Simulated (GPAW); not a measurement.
The system is Nb4C3.

```
Nb C
1.0
     4.47077    0.00000    0.00000
     0.00000    4.47077    0.00000
     0.00000    0.00000    4.47077
Nb C
4 3
Direct
  0.50000 0.50000 0.50000
  0.50000 0.00000 0.00000
  0.00000 0.00000 0.50000
  0.00000 0.50000 0.00000
  0.00000 0.50000 0.50000
  0.50000 0.50000 0.00000
  0.50000 0.00000 0.50000
```

The cell comes from a database or a generator and needn't be the stable form of this composition.

Base run:

```yaml
Program: GPAW 26.7.0
Functional: PBEsol
Potentials_or_basis: PAW data sets generated in the run's folder for this functional
Cutoff: 800 eV
Basis: pw
k_mesh: 6 × 6 × 6
Occupations: fermi-dirac, width 0.05 eV
Spin: no spin polarisation
Hubbard_terms: Nb d U = 1 eV
```

Its results: pressure -9.7 GPa.

Question: After a change of settings the same cell gave: pressure 14.5 GPa. Which change was it?
A. hubbard terms from Nb d U = 1 eV to none
B. hubbard terms from Nb d U = 1 eV to Nb d U = 6 eV
C. hubbard terms from Nb d U = 1 eV to Nb d U = 3 eV

Answer: B.

Caveats: U without spin polarisation on a metal has little footing; the U is typed as a test and isn't derived for this compound.

Not every run made on this cell is shown here.
